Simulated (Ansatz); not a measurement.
# TaN: properties at the relaxed cell

The task, for TaN: fit an equation of state.

Computed with Ansatz 0.2.0 (DFT r2SCAN, scalar-relativistic, plane waves, PAW, unless a step's input says otherwise).

1 further run of the same task is left out (set aside as unsound or not needed).

### 1 The starting structure

The structure is hexagonal, space group P-6m2 (No. 187). Conventional cell: a = 2.936 Å, b = 2.936 Å, c = 2.885 Å, α = 90.00°, β = 90.00°, γ = 120.00°. Around Ta (site symmetry -6m2) lie 6 N at 2.23 Å. N (site symmetry -6m2) has 6 Ta at 2.23 Å as nearest neighbours.

As a file:

```cif
data_structure
_symmetry_space_group_name_H-M 'P-6m2'
_symmetry_Int_Tables_number 187
_cell_length_a 2.9362
_cell_length_b 2.9362
_cell_length_c 2.8846
_cell_angle_alpha 90.000
_cell_angle_beta 90.000
_cell_angle_gamma 120.000
_cell_volume 21.54
loop_
_atom_site_label
_atom_site_type_symbol
_atom_site_symmetry_multiplicity
_atom_site_Wyckoff_symbol
_atom_site_fract_x
_atom_site_fract_y
_atom_site_fract_z
_atom_site_occupancy
Ta1 Ta 1 d 0.33333 0.66667 0.50000 1
N1 N 1 a 0.00000 0.00000 0.00000 1
```

It is the result of an earlier relaxation at this level (volume 10.77 Å³/atom; gap on the mesh: none (metal)).

### 2 Volume × 0.97

input.yaml reads:

```yaml
crystal:
  lattice:
    - [2.9064942523, 0.0, 0.0]
    - [-1.4532471261, 2.5170978584, 0.0]
    - [0.0, 0.0, 2.8554791615]
  atoms:
    - { symbol: Ta, position: [0.3333333333, 0.6666666667, 0.5] }
    - { symbol: "N", position: [0.0, 0.0, 0.0] }
basis:
  ecutwfc: 500
kpoints:
  mp_grid: { grid: [18, 18, 14] }
hamiltonian:
  xc: r2scan
scf:
  occupations: { method: gaussian, width: 0.1 }
output:
  forces: true
  stress: true
  eigenvalues: true
relax:
  adjacent_minimum: "off"
  f_tol: 0.01
  max_steps: 30
  cell: { stress_tol: 0.1, fix: [volume] }
```

On the command line:

```sh
ansatz run input.yaml --threads 1 --pin off --max-ram 2560MiB --backend cpu --events-out ev --progress --plain --runs-dir out
```

Standard output, shortened:

```text
Warning: RAYON_NUM_THREADS=1 ignored (pool sized by the plan → 1); use --threads N
[...]
Pseudopotentials: kind: paw
Pseudopotential: Ta, paw, valence charge 13, recommended cutoff 500 eV (meta_gga), Ta.paw.azcp
Pseudopotential: N, paw, valence charge 5, recommended cutoff 500 eV (meta_gga), N.paw.azcp
Functional definition: r2SCAN
[...]
Crystal: 2 atoms, lattice volume = 20.890 Å³
Basis set: ecut = 500 eV, 539 PW (Γ), exchange–correlation on 96×96×96 points (64 copies of the dense FFT grid, shifted against one another)
Bands: 13, of which v1, the nominal top of the filled ones, is band 9 counted from 1 (8 counted from 0)
Symmetry: 12 space group operations
Space group: P-6m2 (ITA 187), of the structure as read, at distance tolerance 2.8e-5 Å
k-points: 296 of 4536 (time reversal used)
[...]
SCF iter   1: F=—  HF=-10331.671362 eV  |F-HF|=—  |Δ(HF+E_count)|=         —  Δρ=1.15e-2  dr2=9.60e-3  dr2_τ=1.33e-1  ethr=1.77e-3  ⟨swp⟩=6.0  Hψ=20895  notcnv=0
[...]
relax step   1: F+E_penalty+E_count = -10331.78123577 eV  Δ(F+E_penalty+E_count) = +0.000e0 eV  max|allowed force component| = 6.476e-17 eV/Å  Δτ_max = 0.0000 Å  P = +11.705 GPa  Ω = 20.890 Å³  fix = [volume]  reactions: volume +11.705 GPa  (7 SCF iters, dr2 threshold 1.00e-7 eV, accepted)
[...]
SCF converged after 3 iterations
Free energy (F): -10331.781338 eV
[...]
E sigma→0 (E₀):  -10331.781217 eV
Entropy (-TS):   -0.000242 eV (-0.121 meV/atom)
Fermi energy:    20.912849 eV
[...]
--- Forces (eV/Å), atoms counted from 1 ---
  atom   1  Ta    -0.00000000    -0.00000000    -0.00000000
  atom   2  N     -0.00000000    -0.00000000    -0.00000000
[...]
--- Stress (GPa, compression-positive) ---
       11.652954      -0.000000       0.000000
       -0.000000      11.652954      -0.000000
        0.000000      -0.000000      11.650214
  P = ⅓ Tr σ = 11.6520 GPa (116.520 kbar)
--- Band table (eV; the first three rows and the last of 296) ---
  k-point 0: bands = ["-49.4086", "-15.0801", "-14.7923", "-14.7923", "1.8960", "15.9653", "15.9653", "16.3731", "17.6945", "23.6373", "24.7804", "24.7804", "25.3389"]
[...]
--- Relaxed structure (3 steps of the walk, 2 accepted, 1 SCFs on fresh bases) ---
  F+E_penalty+E_count = -10331.78133791 eV   max|allowed force component| = 1.480e-16 eV/Å   (the final SCF, on the basis selected at the relaxed cell)
  cell:  # Å, volume = 20.8905 Å³
    - [2.9047354435409556, -2.8850030590789574e-11, 3.23328319667895e-31]
    - [-1.452367721745493, 2.5155746853939513, -2.82014320421507e-20]
    - [-9.984047316010627e-35, -3.1992638367593044e-20, 2.8589381767940294]
  atoms:
    - { symbol: Ta, position: [0.3333333333333333, 0.6666666666666665, 0.5] }
    - { symbol: N, position: [-1.5407439555097887e-33, -2.7755575615628914e-17, -4.953125983123643e-35] }
```

Run time: 60 s. Hardware: 1 thread of Arm Neoverse V2, shared host; peak memory 0.48 GiB.

The steps of the relaxation:

```
step  E - E(step 1) (eV/cell)  largest force component (eV/Å)  pressure (GPa)  volume (Å³)
   1                   0.0000                          0.0000           11.71        20.89
   2                   0.0003                          0.0000           11.55        20.89
   3                  -0.0001                          0.0000           11.65        20.89
   4                  -0.0001                          0.0000           11.65        20.89
```

Step 1 is the start. Step 4 repeats the geometry before it on a plane-wave basis chosen anew for that cell, so its energy need not be comparable with the rows above. Step 2 was tried and not accepted.

|  | before | after | change |
| --- | --- | --- | --- |
| a (Å) | 2.906 | 2.905 | -0.1 % |
| b (Å) | 2.906 | 2.905 | -0.1 % |
| c (Å) | 2.855 | 2.859 | +0.1 % |
| volume (Å³/atom) | 10.45 | 10.45 | 0.0 % |
| shortest distance (Å) | 2.203 | 2.204 | 0.0 % |
| space group (0.01 Å) | P-6m2 | P-6m2 | same |

The run keeps the 12 symmetry operations of the start, so it could not have lowered the symmetry.

### 3 Volume × 1.03

Edit input.yaml of step 2 so:

```diff
@@ -2,5 +2,5 @@
   lattice:
-    - [2.9064942523, 0.0, 0.0]
-    - [-1.4532471261, 2.5170978584, 0.0]
-    - [0.0, 0.0, 2.8554791615]
+    - [2.9652271319, 0.0, 0.0]
+    - [-1.4826135659, 2.5679620242, 0.0]
+    - [0.0, 0.0, 2.9131811555]
   atoms:
```

On the command line:

```sh
ansatz run input.yaml --threads 1 --pin off --max-ram 2560MiB --backend cpu --events-out ev --progress --plain --runs-dir out
```

Standard output, shortened:

```text
[...]
relax step   4: F+E_penalty+E_count = -10331.78346269 eV  Δ(F+E_penalty+E_count) = +3.967e-8 eV  max|allowed force component| = 5.551e-17 eV/Å  Δτ_max = 0.0000 Å  P = -9.982 GPa  Ω = 22.183 Å³  fix = [volume]  reactions: volume -9.982 GPa  stress off target by 3.33e-3 GPa on what of the [...]
SCF converged after 3 iterations
Free energy (F): -10331.783463 eV
[...]
E sigma→0 (E₀):  -10331.783336 eV
Entropy (-TS):   -0.000253 eV (-0.127 meV/atom)
Fermi energy:    19.579686 eV
[...]
--- Forces (eV/Å), atoms counted from 1 ---
  atom   1  Ta     0.00000000     0.00000000     0.00000000
  atom   2  N      0.00000000     0.00000000     0.00000000
[...]
--- Stress (GPa, compression-positive) ---
       -9.980476      -0.000000       0.000000
       -0.000000      -9.980476       0.000000
        0.000000       0.000000      -9.985478
  P = ⅓ Tr σ = -9.9821 GPa (-99.821 kbar)
--- Band table (eV; the first three rows and the last of 296) ---
  k-point 0: bands = ["-50.9201", "-16.5881", "-16.3460", "-16.3460", "1.0098", "14.8718", "14.8718", "15.3180", "16.4572", "21.8071", "23.1753", "23.1753", "23.6564"]
[...]
--- Relaxed structure (3 steps of the walk, 2 accepted, 1 SCFs on fresh bases) ---
  F+E_penalty+E_count = -10331.78346269 eV   max|allowed force component| = 5.551e-17 eV/Å   (the final SCF, on the basis selected at the relaxed cell)
  cell:  # Å, volume = 22.1827 Å³
    - [2.966966011317108, -2.8884364901550056e-11, 0.0]
    - [-1.483483005633539, 2.569467937980046, 0.0]
    - [0.0, 0.0, 2.909767441751002]
  atoms:
    - { symbol: Ta, position: [0.3333333333333333, 0.6666666666666667, 0.5] }
    - { symbol: N, position: [-1.5407439555097887e-33, -2.775557561562892e-17, 0.0] }
```

Run time: 62 s. Hardware: 1 thread of Arm Neoverse V2, shared host; peak memory 0.49 GiB.

### 4 The cell scaled to 0.94 of its volume

Edit input.yaml of step 3 so:

```diff
@@ -2,5 +2,5 @@
   lattice:
-    - [2.9652271319, 0.0, 0.0]
-    - [-1.4826135659, 2.5679620242, 0.0]
-    - [0.0, 0.0, 2.9131811555]
+    - [2.8744755821, 0.0, 0.0]
+    - [-1.437237791, 2.4893688767, 0.0]
+    - [0.0, 0.0, 2.829155405]
   atoms:
```

On the command line:

```sh
ansatz run input.yaml --threads 1 --pin off --max-ram 2560MiB --backend cpu --events-out ev --progress --plain --runs-dir out
```

Standard output, shortened:

```text
[...]
relax step   4: F+E_penalty+E_count = -10331.70749320 eV  Δ(F+E_penalty+E_count) = -2.336e-7 eV  max|allowed force component| = 9.252e-17 eV/Å  Δτ_max = 0.0000 Å  P = +25.335 GPa  Ω = 20.244 Å³  fix = [volume]  reactions: volume +25.335 GPa  stress off target by 2.02e-3 GPa on what of the [...]
SCF converged after 3 iterations
Free energy (F): -10331.707493 eV
[...]
E sigma→0 (E₀):  -10331.707375 eV
Entropy (-TS):   -0.000236 eV (-0.118 meV/atom)
Fermi energy:    21.633994 eV
[...]
--- Forces (eV/Å), atoms counted from 1 ---
  atom   1  Ta     0.00000000    -0.00000000     0.00000000
  atom   2  N     -0.00000000    -0.00000000     0.00000000
[...]
--- Stress (GPa, compression-positive) ---
       25.335832       0.000000      -0.000000
        0.000000      25.335832       0.000000
       -0.000000       0.000000      25.332797
  P = ⅓ Tr σ = 25.3348 GPa (253.348 kbar)
--- Band table (eV; the first three rows and the last of 296) ---
  k-point 0: bands = ["-48.5951", "-14.2674", "-13.9507", "-13.9507", "2.3842", "16.5605", "16.5605", "16.9430", "18.3736", "24.6275", "25.6510", "25.6510", "26.2525"]
[...]
--- Relaxed structure (3 steps of the walk, 2 accepted, 1 SCFs on fresh bases) ---
  F+E_penalty+E_count = -10331.70749320 eV   max|allowed force component| = 9.252e-17 eV/Å   (the final SCF, on the basis selected at the relaxed cell)
  cell:  # Å, volume = 20.2444 Å³
    - [2.872630906733796, -2.884906098174229e-11, 0.0]
    - [-1.436315453341914, 2.4877713409422184, 0.0]
    - [0.0, 0.0, 2.8327900863683015]
  atoms:
    - { symbol: Ta, position: [0.33333333333333337, 0.6666666666666669, 0.5000000000000001] }
    - { symbol: N, position: [-1.5407439555097887e-33, -2.775557561562892e-17, 0.0] }
```

Wall time 61 s (1 thread of Arm Neoverse V2, shared host); peak memory 0.48 GiB.

### 5 The cell scaled to 1.06 of its volume

Edit input.yaml of step 4 so:

```diff
@@ -2,5 +2,5 @@
   lattice:
-    - [2.8744755821, 0.0, 0.0]
-    - [-1.437237791, 2.4893688767, 0.0]
-    - [0.0, 0.0, 2.829155405]
+    - [2.9954962808, 0.0, 0.0]
+    - [-1.4977481404, 2.5941758762, 0.0]
+    - [0.0, 0.0, 2.9377476913]
   atoms:
```

On the command line:

```sh
ansatz run input.yaml --threads 1 --pin off --max-ram 2560MiB --backend cpu --events-out ev --progress --plain --runs-dir out
```

Standard output, shortened:

```text
Warning: RAYON_NUM_THREADS=1 ignored (pool sized by the plan → 1); use --threads N
[...]
[... 4 set-up lines as earlier in the session ...]
[...]
Crystal: 2 atoms, lattice volume = 22.829 Å³
Basis set: ecut = 500 eV, 599 PW (Γ), exchange–correlation on 96×96×96 points (64 copies of the dense FFT grid, shifted against one another)
Bands: 13, of which v1, the nominal top of the filled ones, is band 9 counted from 1 (8 counted from 0)
[... 2 set-up lines as earlier in the session ...]
k-points: 296 of 4536 (time reversal used)
[...]
  atom   2  N      0.00000000     0.00000000     0.00000000
[...]
--- Stress (GPa, compression-positive) ---
      -18.475095      -0.000000       0.000000
       -0.000000     -18.475095       0.000000
        0.000000       0.000000     -18.479681
  P = ⅓ Tr σ = -18.4766 GPa (-184.766 kbar)
--- Band table (eV; the first three rows and the last of 296) ---
  k-point 0: bands = ["-51.6229", "-17.2885", "-17.0646", "-17.0646", "0.6059", "14.3682", "14.3682", "14.8285", "15.8920", "20.9605", "22.4339", "22.4339", "22.8799"]
[...]
--- Relaxed structure (3 steps of the walk, 2 accepted, 1 SCFs on fresh bases) ---
  F+E_penalty+E_count = -10331.72562252 eV   max|allowed force component| = 1.295e-16 eV/Å   (the final SCF, on the basis selected at the relaxed cell)
  cell:  # Å, volume = 22.8288 Å³
    - [2.9971748873833666, 0.0, 0.0]
    - [-1.4985874436916833, 2.5956295920587595, 0.0]
    - [0.0, 0.0, 2.934457965655124]
  atoms:
    - { symbol: Ta, position: [0.33333333333333337, 0.6666666666666667, 0.49999999999999994] }
    - { symbol: N, position: [0.0, -2.7755575615628914e-17, 0.0] }
```

It took 63 s on 1 thread of Arm Neoverse V2, shared host; peak memory 0.49 GiB.

Relaxation path:

```
step  energy from step 1 (eV/cell)  largest force component (eV/Å)  pressure (GPa)  volume (Å³)
   1                        0.0000                          0.0000          -18.51        22.83
   2                        0.0004                          0.0000          -18.37        22.83
   3                       -0.0001                          0.0000          -18.48        22.83
   4                       -0.0001                          0.0000          -18.48        22.83
```

Step 1 is the start. Step 4 repeats the geometry before it on a plane-wave basis chosen anew for that cell, so its energy need not be comparable with the rows above. Step 2 was tried and not accepted.

|  | before | after | change |
| --- | --- | --- | --- |
| a (Å) | 2.995 | 2.997 | +0.1 % |
| b (Å) | 2.995 | 2.997 | +0.1 % |
| c (Å) | 2.938 | 2.934 | -0.1 % |
| volume (Å³/atom) | 11.41 | 11.41 | 0.0 % |
| shortest distance (Å) | 2.269 | 2.269 | 0.0 % |
| space group (0.01 Å) | P-6m2 | P-6m2 | same |

The run keeps the 12 symmetry operations of the start, so it could not have lowered the symmetry.

### 6 Point at V/V0 = 0.91

Edit input.yaml of step 5 so:

```diff
@@ -2,5 +2,5 @@
   lattice:
-    - [2.9954962808, 0.0, 0.0]
-    - [-1.4977481404, 2.5941758762, 0.0]
-    - [0.0, 0.0, 2.9377476913]
+    - [2.8417400082, 0.0, 0.0]
+    - [-1.4208700041, 2.4610190381, 0.0]
+    - [0.0, 0.0, 2.802327617]
   atoms:
```

On the command line:

```sh
ansatz run input.yaml --threads 1 --pin off --max-ram 2560MiB --backend cpu --events-out ev --progress --plain --runs-dir out
```

Standard output, shortened:

```text
[...]
relax step   4: F+E_penalty+E_count = -10331.57383991 eV  Δ(F+E_penalty+E_count) = -2.435e-6 eV  max|allowed force component| = 0.000e0 eV/Å  Δτ_max = 0.0000 Å  P = +41.379 GPa  Ω = 19.598 Å³  fix = [volume]  reactions: volume +41.379 GPa  stress off target by 2.17e-3 GPa on what of the [...]
SCF converged after 3 iterations
Free energy (F): -10331.573840 eV
[...]
E sigma→0 (E₀):  -10331.573725 eV
Entropy (-TS):   -0.000230 eV (-0.115 meV/atom)
Fermi energy:    22.395704 eV
[...]
--- Forces (eV/Å), atoms counted from 1 ---
  atom   1  Ta     0.00000000     0.00000000     0.00000000
  atom   2  N      0.00000000     0.00000000     0.00000000
[...]
--- Stress (GPa, compression-positive) ---
       41.380268       0.000000       0.000000
        0.000000      41.380268       0.000000
        0.000000       0.000000      41.377017
  P = ⅓ Tr σ = 41.3792 GPa (413.792 kbar)
--- Band table (eV; the first three rows and the last of 296) ---
  k-point 0: bands = ["-47.7393", "-13.4116", "-13.0611", "-13.0611", "2.9070", "17.1922", "17.1922", "17.5444", "19.0988", "25.6727", "26.5725", "26.5725", "27.2200"]
[...]
--- Relaxed structure (3 steps of the walk, 2 accepted, 1 SCFs on fresh bases) ---
  F+E_penalty+E_count = -10331.57383991 eV   max|allowed force component| = 0.000e0 eV/Å   (the final SCF, on the basis selected at the relaxed cell)
  cell:  # Å, volume = 19.5983 Å³
    - [2.8398094918115855, 0.0, 0.0]
    - [-1.4199047459057927, 2.4593471618170097, 0.0]
    - [0.0, 0.0, 2.8061389841607927]
  atoms:
    - { symbol: Ta, position: [0.33333333333333337, 0.6666666666666667, 0.49999999999999994] }
    - { symbol: N, position: [1.5407439555097887e-33, -2.775557561562891e-17, 0.0] }
```

Wall time 60 s (1 thread of Arm Neoverse V2, shared host); peak memory 0.48 GiB.

### 7 The cell scaled to 1.10 of its volume

Edit input.yaml of step 6 so:

```diff
@@ -2,5 +2,5 @@
   lattice:
-    - [2.8417400082, 0.0, 0.0]
-    - [-1.4208700041, 2.4610190381, 0.0]
-    - [0.0, 0.0, 2.802327617]
+    - [3.0344106809, 0.0, 0.0]
+    - [-1.5172053405, 2.6278767352, 0.0]
+    - [0.0, 0.0, 2.9709145873]
   atoms:
```

On the command line:

```sh
ansatz run input.yaml --threads 1 --pin off --max-ram 2560MiB --backend cpu --events-out ev --progress --plain --runs-dir out
```

Standard output, shortened:

```text
Warning: RAYON_NUM_THREADS=1 ignored (pool sized by the plan → 1); use --threads N
[...]
[... 4 set-up lines as earlier in the session ...]
[...]
Crystal: 2 atoms, lattice volume = 23.690 Å³
Basis set: ecut = 500 eV, 611 PW (Γ), exchange–correlation on 96×96×96 points (64 copies of the dense FFT grid, shifted against one another)
Bands: 13, of which v1, the nominal top of the filled ones, is band 9 counted from 1 (8 counted from 0)
[... 1 set-up line as earlier in the session ...]
Space group: P-6m2 (ITA 187), of the structure as read, at distance tolerance 2.9e-5 Å
k-points: 296 of 4536 (time reversal used)
[...]
  atom   2  N      0.00000000    -0.00000000    -0.00000000
[...]
--- Stress (GPa, compression-positive) ---
      -27.877529       0.000000       0.000000
        0.000000     -27.877529       0.000000
        0.000000       0.000000     -27.884177
  P = ⅓ Tr σ = -27.8797 GPa (-278.797 kbar)
--- Band table (eV; the first three rows and the last of 296) ---
  k-point 0: bands = ["-52.5099", "-18.1722", "-17.9688", "-17.9688", "0.1026", "13.7364", "13.7364", "14.2110", "15.1869", "19.8962", "21.5019", "21.5019", "21.9046"]
[...]
--- Relaxed structure (3 steps of the walk, 2 accepted, 1 SCFs on fresh bases) ---
  F+E_penalty+E_count = -10331.60009254 eV   max|allowed force component| = 1.850e-17 eV/Å   (the final SCF, on the basis selected at the relaxed cell)
  cell:  # Å, volume = 23.6902 Å³
    - [3.036585574698522, 2.8888181123224834e-11, 0.0]
    - [-1.518292787374279, 2.6297602484398452, 0.0]
    - [0.0, 0.0, 2.9666603948355146]
  atoms:
    - { symbol: Ta, position: [0.3333333333333334, 0.6666666666666666, 0.5000000000000001] }
    - { symbol: N, position: [-3.0814879110195774e-33, -2.7755575615628914e-17, 0.0] }
```

It took 63 s on 1 thread of Arm Neoverse V2, shared host; peak memory 0.5 GiB.

Relaxation path:

```
step  E - E(step 1) (eV/cell)  largest force component (eV/Å)  pressure (GPa)  volume (Å³)
   1                   0.0000                          0.0000          -27.92        23.69
   2                   0.0008                          0.0000          -27.75        23.69
   3                  -0.0001                          0.0000          -27.88        23.69
   4                  -0.0001                          0.0000          -27.88        23.69
```

Step 1 is the start. Step 4 repeats the geometry before it on a plane-wave basis chosen anew for that cell, so its energy need not be comparable with the rows above. Step 2 was tried and not accepted.

|  | before | after | change |
| --- | --- | --- | --- |
| a (Å) | 3.034 | 3.037 | +0.1 % |
| b (Å) | 3.034 | 3.037 | +0.1 % |
| c (Å) | 2.971 | 2.967 | -0.1 % |
| volume (Å³/atom) | 11.85 | 11.85 | 0.0 % |
| shortest distance (Å) | 2.297 | 2.296 | 0.0 % |
| space group (0.01 Å) | P-6m2 | P-6m2 | same |

The run keeps the 12 symmetry operations of the start, so it could not have lowered the symmetry.

### 8 The cell scaled to 0.88 of its volume

Edit input.yaml of step 7 so:

```diff
@@ -2,5 +2,5 @@
   lattice:
-    - [3.0344106809, 0.0, 0.0]
-    - [-1.5172053405, 2.6278767352, 0.0]
-    - [0.0, 0.0, 2.9709145873]
+    - [2.8082534411, 0.0, 0.0]
+    - [-1.4041267206, 2.4320188203, 0.0]
+    - [0.0, 0.0, 2.7749570812]
   atoms:
```

On the command line:

```sh
ansatz run input.yaml --threads 1 --pin off --max-ram 2560MiB --backend cpu --events-out ev --progress --plain --runs-dir out
```

Standard output, shortened:

```text
[...]
relax step   4: F+E_penalty+E_count = -10331.37002213 eV  Δ(F+E_penalty+E_count) = -7.088e-7 eV  max|allowed force component| = 9.252e-17 eV/Å  Δτ_max = 0.0000 Å  P = +60.208 GPa  Ω = 18.952 Å³  fix = [volume]  reactions: volume +60.208 GPa  stress off target by 2.36e-3 GPa on what of the [...]
SCF converged after 3 iterations
Free energy (F): -10331.370022 eV
[...]
E sigma→0 (E₀):  -10331.369910 eV
Entropy (-TS):   -0.000225 eV (-0.113 meV/atom)
Fermi energy:    23.201802 eV
[...]
--- Forces (eV/Å), atoms counted from 1 ---
  atom   1  Ta     0.00000000    -0.00000000     0.00000000
  atom   2  N      0.00000000    -0.00000000     0.00000000
[...]
--- Stress (GPa, compression-positive) ---
       60.209480       0.000000       0.000000
        0.000000      60.209480      -0.000000
        0.000000      -0.000000      60.205942
  P = ⅓ Tr σ = 60.2083 GPa (602.083 kbar)
--- Band table (eV; the first three rows and the last of 296) ---
  k-point 0: bands = ["-46.8383", "-12.5096", "-12.1188", "-12.1188", "3.4685", "17.8640", "17.8640", "18.1803", "19.8748", "26.7771", "27.5494", "27.5494", "28.2466"]
[...]
--- Relaxed structure (3 steps of the walk, 2 accepted, 1 SCFs on fresh bases) ---
  F+E_penalty+E_count = -10331.37002213 eV   max|allowed force component| = 9.252e-17 eV/Å   (the final SCF, on the basis selected at the relaxed cell)
  cell:  # Å, volume = 18.9522 Å³
    - [2.806222190132348, 2.8846612252668236e-11, 0.0]
    - [-1.403111095091156, 2.4302597053037953, 0.0]
    - [0.0, 0.0, 2.778975775336071]
  atoms:
    - { symbol: Ta, position: [0.33333333333333337, 0.6666666666666667, 0.5] }
    - { symbol: N, position: [0.0, -2.775557561562892e-17, 0.0] }
```

Wall time 59 s (1 thread of Arm Neoverse V2, shared host); peak memory 0.47 GiB.

### 9 Equation of state

| volume (Å³/atom) | energy above the lowest point (meV/atom) | pressure (GPa) | gap on the mesh (eV) |
| --- | --- | --- | --- |
| 9.476 | 217.1 | 60.21 | 0.00 |
| 9.799 | 115.2 | 41.38 | 0.00 |
| 10.122 | 48.3 | 25.33 | 0.00 |
| 10.445 | 11.4 | 11.65 | 0.00 |
| 10.768 | 0.0 | -0.02 | 0.00 |
| 11.091 | 10.4 | -9.98 | 0.00 |
| 11.414 | 39.3 | -18.48 | 0.00 |
| 11.845 | 102.0 | -27.88 | 0.00 |

### 10 What came out

| quantity | value |
| --- | --- |
| equilibrium volume of the fit | 10.77 Å³/atom |
| bulk modulus | 359 GPa |
| its pressure derivative | 4.3 |

**Reading.** The fit puts the minimum at 10.77 Å³/atom with B = 359 GPa and B' = 4.3. The runs treat Ta without spin-orbit coupling.
